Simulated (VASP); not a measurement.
A run of VASP 6.6.1 is set up as follows.

INCAR

```
  PREC = Accurate
  ENCUT = 600
  EDIFF = 1E-7
  ISMEAR = 1
  SIGMA = 0.1
  LREAL = F
  LASPH = T
  NELM = 80
  ALGO = Fast
  ISIF = 4
  LWAVE = F
  LCHARG = F
  GGA = PE
  IVDW = 12
  IBRION = 2
  NSW = 40
  EDIFFG = -0.01
```

File KPOINTS:

```
Automatic mesh
0
Gamma
  15 15 11
```

File POSCAR:

```
MoP                                     
1.0
    3.2209025144      0.0000000000      0.0000000000
   -1.6104512572      2.7893834006      0.0000000000
    0.0000000000      0.0000000000      3.1943989714
  Mo              P             
     1     1
Direct
     0.0000000000000000    0.0000000000000000    0.0000000000000000
     0.3333333332999970    0.6666666667000030    0.5000000000000000
```

Potentials or basis: VASP PAW PBE potentials, release 64 (Mo_sv, P).

Run with:

```sh
$ cat potpaw_PBE.64/Mo_sv/POTCAR potpaw_PBE.64/P/POTCAR > POTCAR
$ mpirun -np 1 vasp_std > vasp.out
```

What does it give for the energy gained by relaxing?

0.1 meV/atom.

What does it give for the dispersion energy per atom?

-0.629 eV.

Predict the band gap on the k mesh.

none (metal or under the smearing width).

Step by step:
| step | energy change (eV) | largest force (eV/Å) | pressure (GPa) |
| --- | --- | --- | --- |
| 1 | 0.0000 | 0.0000 | -4.54 |
| 2 | -0.0003 | 0.0000 | -4.33 |
| 3 | -0.0003 | 0.0000 | -4.36 |

Caveat: pairwise dispersion overbinds metals, which lowers pressure and volume.
